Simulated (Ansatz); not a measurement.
# HfO2: band gap under strain

Aim: follow the gap of HfO2 built on the fluorite prototype through these states: no strain; +5.0 % biaxial strain in the (111) plane, free along [111]; -2.5 % biaxial strain in x and y, free along z. The table at the end shows which levels were run.

Code: Ansatz 0.2.0. PAW datasets, plane waves. Computed at 0 K without zero-point motion; spin polarisation is off.

### 1 The system as given

The unstrained cell was relaxed with r2SCAN; in each strained cell the atoms were relaxed again with r2SCAN. Names of k-points are those of the unstrained zone, where strain can split equivalent points. First state: no strain.

The symmetry is Fm-3m (No. 225, cubic); a = 5.058 Å in the conventional setting, 10.79 Å³ an atom. Near Hf stand 8 O at 2.19 Å; near O stand 4 Hf at 2.19 Å.

Structure file:

Space group Fm-3m (No. 225). a = 5.058 Å, b = 5.058 Å, c = 5.058 Å, α = 90.00°, β = 90.00°, γ = 90.00°
| atom | site | symmetry | x | y | z |
| --- | --- | --- | --- | --- | --- |
| Hf | 4a | m-3m | 0.0000 | 0.0000 | 0.0000 |
| O | 8c | -43m | 0.2500 | 0.7500 | 0.7500 |

### 2 No strain: PBE

The input, input.yaml:

```yaml
crystal:
  lattice:
    - [0.0, 2.5291823184, 2.5291823184]
    - [2.5291823184, 0.0, 2.5291823184]
    - [2.5291823184, 2.5291823184, 0.0]
  atoms:
    - { symbol: Hf, position: [0.0, 0.0, 0.0] }
    - { symbol: O, position: [0.25, 0.25, 0.25] }
    - { symbol: O, position: [0.75, 0.75, 0.75] }
kpoints:
  mp_grid: { grid: [8, 8, 8] }
  band_path:
    path:
      - [0.0, 0.0, 0.0]
      - [0.5, 0.0, 0.5]
      - [0.625, 0.25, 0.625]
      - [0.375, 0.375, 0.75]
      - [0.5, 0.5, 0.5]
      - [0.5, 0.25, 0.75]
    npoints: 1
hamiltonian:
  xc: pbe
scf:
  occupations: { method: fermi_dirac, width: 0.02 }
  n_extra_bands: 4
output:
  forces: true
  stress: true
  eigenvalues: true
```

Launch:

```sh
$ ansatz run input.yaml --threads 2 --pin off --max-ram 2211MiB --backend cpu --events-out ev --progress --plain --runs-dir out
```

After this run come: No strain: r2SCAN; No strain: HSE06; +5.0 % biaxial strain in the (111) plane, free along [111]: PBE; +5.0 % biaxial strain in the (111) plane, free along [111]: r2SCAN; +5.0 % biaxial strain in the (111) plane, free along [111]: HSE06; -2.5 % biaxial strain in x and y, free along z: PBE; -2.5 % biaxial strain in x and y, free along z: r2SCAN; -2.5 % biaxial strain in x and y, free along z: HSE06.

Q: Predict the outcome of this session.

As calculated:

Least gap in eV (negative: overlap), with the change from the unstrained cell in brackets:

```
                                                     state  volume change (%)           PBE        r2SCAN         HSE06
                                                 no strain               +0.0          3.80          4.30          5.41
+5.0 % biaxial strain in the (111) plane, free along [111]               +4.3  3.78 (-0.02)  4.27 (-0.03)  5.36 (-0.05)
            -2.5 % biaxial strain in x and y, free along z               -4.0  3.57 (-0.23)  4.10 (-0.20)  5.24 (-0.17)
```

What this shows: With HSE06, of the states in the table -2.5 % biaxial strain in x and y, free along z shifts the gap most, by -0.172 eV. PBE and HSE06 differ by 1.61 eV on the unstrained gap, and by at most 0.06 eV on its change: the two disagree on the size of the gap but agree on its response to strain. In PBE the gap turns indirect under -2.5 % biaxial strain in x and y, free along z. Spin-orbit coupling is left out of the table, though the cell holds Hf (Z = 72); in an element this heavy it can shift bands and gaps by tenths of an eV.
